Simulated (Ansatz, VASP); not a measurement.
**One calculation of Pd, two programs**

INCAR

```
ALGO = Normal ; EDIFF = 1E-7
ENCUT = 520 ; GGA = PS
ISIF = 2 ; ISMEAR = -1
LASPH = T ; LCHARG = F
LREAL = F ; LWAVE = F
NBANDS = 17 ; NELM = 60
PREC = Accurate ; SIGMA = 0.05
```

Contents of KPOINTS:

```
k-points
0
Gamma
  11 11 6
```

The input POSCAR:

```
Pd
1.0
    2.7836650458      0.0000000000      0.0000000000
   -1.3918325229      2.4107246453      0.0000000000
    0.0000000000      0.0000000000      4.6288930000
Pd
2
Direct
    0.3333333333      0.6666666667      0.2500000000
    0.6666666667      0.3333333333      0.7500000000
```

Contents of input.yaml:

```yaml
crystal:
  lattice:
    - [2.7836650458, 0.0, 0.0]
    - [-1.3918325229, 2.4107246453, 0.0]
    - [0.0, 0.0, 4.628893]
  atoms:
    - { symbol: Pd, position: [0.3333333333, 0.6666666667, 0.25] }
    - { symbol: Pd, position: [0.6666666667, 0.3333333333, 0.75] }
kpoints:
  mp_grid: { grid: [11, 11, 6] }
scf:
  occupations: { method: fermi_dirac, width: 0.05 }
hamiltonian:
  xc: pbesol
  pseudopotentials: { kind: all_electron, lapw: { basis_error: 0.001 } }
output:
  forces: true
  stress: true
  eigenvalues: true
```

Change from the starting cell: strain_shear_xy = 0.

Alike in both runs: task single point; functional PBEsol; k mesh 11 × 11 × 6; occupations fermi-dirac, width 0.05 eV; no spin polarisation.

|  | VASP | Ansatz |
| --- | --- | --- |
| version | VASP 6.6.1 | Ansatz 0.2.0 |
| potentials or method | VASP PAW PBE potentials, release 64 (Pd) | all-electron LAPW, scalar-relativistic |
| plane-wave cutoff (eV) | 520 | see its input |

Ansatz gave:

* gap on the k mesh at the Fermi level (eV): none
* pressure (GPa): -10.4
* largest component of the traceless stress (GPa): 0.37

**Question.** Estimate VASP's values.

**Answer.** gap on the k mesh at the Fermi level (eV): none; pressure (GPa): -10.6; largest component of the traceless stress (GPa): 0.30.

A gap of «none» marks a metal or a gap that the smearing closes. Ansatz ran all-electron here, so the differences hold the error of VASP's frozen core and of both bases.

Caveats: the PAW data sets were made with another functional, which shifts forces and pressure a little (VASP).
